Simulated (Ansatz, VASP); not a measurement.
**One calculation of Cu3N, two programs**

```xyz
4
Lattice="3.8571 0.0000 0.0000 0.0000 3.8571 0.0000 0.0000 0.0000 3.8571" Properties=species:S:1:pos:R:3 pbc="T T T"
Cu    0.0000    0.0000    1.9285
Cu    0.0000    1.9285    0.0000
Cu    1.9285    0.0000    0.0000
N     0.0000    0.0000    0.0000
```

Change from the starting cell: volume scaled by 1.04.

Alike in both runs: task single point; functional PBE; k mesh 7 × 7 × 7; occupations fermi-dirac, width 0.05 eV; no spin polarisation.

```csv
,VASP,Ansatz
version,VASP 6.6.1,Ansatz 0.2.0
potentials or method,"VASP PAW PBE potentials, release 64 (Cu, N), cutoff 520 eV","all-electron LAPW, scalar-relativistic"
```

Ansatz gave:

| Quantity | Value |
| --- | --- |
| gap on the k mesh at the Fermi level (eV) | 1.03 |
| least direct gap on the mesh (eV) | 1.42 |
| pressure (GPa) | -2.7 |

Q: Estimate VASP's values.

A: gap on the k mesh at the Fermi level (eV): 1.05; least direct gap on the mesh (eV): 1.45; pressure (GPa): -2.3.

Ansatz ran all-electron here, so the differences hold the error of VASP's frozen core and of both bases.

Caveats: an odd mesh through Γ misses points on the zone boundary, where band edges often lie.
